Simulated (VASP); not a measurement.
Wanted: the native input for a VASP 6.6.1 run.

- Task: single point
- Functional: PBE
- Potentials or basis: VASP PAW PBE potentials, release 64 (Cu)
- Cutoff: 520 eV
- k mesh: 15 × 15 × 1
- Occupations: gaussian, width 0.1 eV
- Spin: no spin polarisation
- Dipole correction: yes
- Further INCAR settings: ALGO = Fast; EDIFF = 1e-07; NBANDS = 48

The structure of Cu lies in POSCAR:

```
Cu
1.0
    2.5666196055      0.0000000000      0.0000000000
   -1.2833098028      2.2227577802      0.0000000000
    0.0000000000      0.0000000000     27.5738167946
Cu
7
Direct
    0.6666666667      0.3333333333      0.2719971651
    0.3333333333      0.6666666667      0.3479981101
    0.0000000000      0.0000000000      0.4239990550
    0.6666666667      0.3333333333      0.5000000000
    0.3333333333      0.6666666667      0.5760009450
    0.0000000000      0.0000000000      0.6520018899
    0.6666666667      0.3333333333      0.7280028349
```

The slab is cut from a database's or a generator's crystal, which needn't be the stable form of the element.

The cell isn't the ideal one: (1 1 1) slab cut from the bulk.

The input as run:

INCAR

```
ALGO = Fast
DIPOL = 0.5 0.5 0.500
EDIFF = 1E-7
ENCUT = 520
GGA = PE
IDIPOL = 3
ISIF = 2
ISMEAR = 0
LASPH = T
LCHARG = F
LDIPOL = T
LREAL = F
LWAVE = F
NBANDS = 48
NELM = 100
PREC = Accurate
SIGMA = 0.1
```

KPOINTS

```
k-points
0
Gamma
  15 15 1
```

Potentials or basis: VASP PAW PBE potentials, release 64 (Cu).

Command:

```bash
$ cat potpaw_PBE.64/Cu/POTCAR > POTCAR
$ mpirun -np 1 vasp_std > vasp.out
```

Results of the run:

```yaml
Largest_force: 0.063 eV/Å
Band_gap_on_the_k_mesh: none (metal or under the smearing width)
```

It took 4.1 min on 1 thread of AMD EPYC 9R45 (Zen 5), on a shared host, peak memory 0.32 GiB.
